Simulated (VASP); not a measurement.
Here is a VASP 6.6.1 calculation.

INCAR

```
SYSTEM = CdSe
PREC     = Accurate       ! precision mode
ENCUT    = 520            ! plane-wave cutoff, eV
EDIFF    = 1E-7           ! SCF threshold, eV
ISMEAR   = 0              ! smearing method
SIGMA    = 0.1            ! smearing width, eV
LREAL    = .False.        ! projectors in reciprocal space
LASPH    = .True.         ! aspherical terms in the spheres
NELM     = 60             ! most SCF steps
ALGO     = Normal         ! electronic algorithm
ISIF     = 3              ! what is computed and relaxed
LWAVE    = .False.        ! write WAVECAR
LCHARG   = .False.        ! write CHGCAR
GGA      = PS             ! functional
IBRION   = 2              ! ionic algorithm
NSW      = 80             ! ionic steps
EDIFFG   = -0.002         ! ionic threshold
PSTRESS  = 0.001
```

The input KPOINTS:

```
Automatic mesh
0
Gamma
  8 8 8
  0 0 0
```

The input POSCAR:

```
CdSe                                    
1.0
    0.0000000000      2.7655129949      2.7655129949
    2.7655129949      0.0000000000      2.7655129949
    2.7655129949      2.7655129949      0.0000000000
  Cd              Se            
     1     1
Direct
     0.0000000000000000    0.0000000000000000    0.0000000000000000
     0.5000000000000000    0.5000000000000000    0.5000000000000000
```

Potentials or basis: VASP PAW PBE potentials, release 64 (Cd, Se).

The run is started by

```sh
$ cat potpaw_PBE.64/Cd/POTCAR potpaw_PBE.64/Se/POTCAR > POTCAR
$ mpirun -np 1 vasp_std > vasp.out
```

(1) Estimate the band gap on the k mesh.

(2) Estimate the space group after relaxing (to 0.05 Å).

Answers

(1) none (metal or under the smearing width).

(2) Fm-3m (No. 225).

Caveat: the cell is relaxed towards a set pressure, so the enthalpy falls and the energy may rise.
